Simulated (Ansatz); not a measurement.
# Formation energy of TiSe2 in the CdI2-type structure

Level of theory: DFT, PBE, scalar-relativistic, no spin polarisation; plane waves to 420 eV with PAW datasets (Ansatz 0.2.0), 12×12×6 k-mesh, Gaussian smearing of 0.05 eV; PAW files: Ansatz's generated set soft_2.

The compound is reported in the structure type of the start.

The structure is trigonal, space group P-3m1 (No. 164). The conventional cell has a = 3.545 Å, b = 3.545 Å, c = 6.711 Å, α = 90.00°, β = 90.00°, γ = 120.00°. Ti (site symmetry -3m) has 6 Se at 2.56 Å as nearest neighbours. Se (site symmetry 3m) is surrounded by 3 Ti at 2.56 Å. (Neighbours are counted to 15 % beyond the shortest distance.)

The elements were computed in their standard states with the same datasets, cutoff and functional. Absolute energies hang on the potentials; compare differences alone.

Energy of the relaxed cell (3 atoms, smearing extrapolated to zero): -13441.201 eV. Elements, in eV/atom: Ti -2499.667, Se -5469.079.

Problem. What is the formation energy?

Solution. [-13441.201 − (1 × -2499.667 + 2 × -5469.079)] / 3 = -1.13 eV/atom, or -109 kJ per mole of atoms.

The value is for 0 K, without zero-point energy. Uncorrected semilocal values for oxides, chalcogenides and halides often miss by tenths of an eV an atom. A negative value shows stability against the elements alone, not against other compounds or structures.

The structure is built of weakly bound layers, and this functional has no dispersion term, so their spacing and all that hangs on it (volume, the soft elastic constants, low modes, dielectric constants) are poorly given.
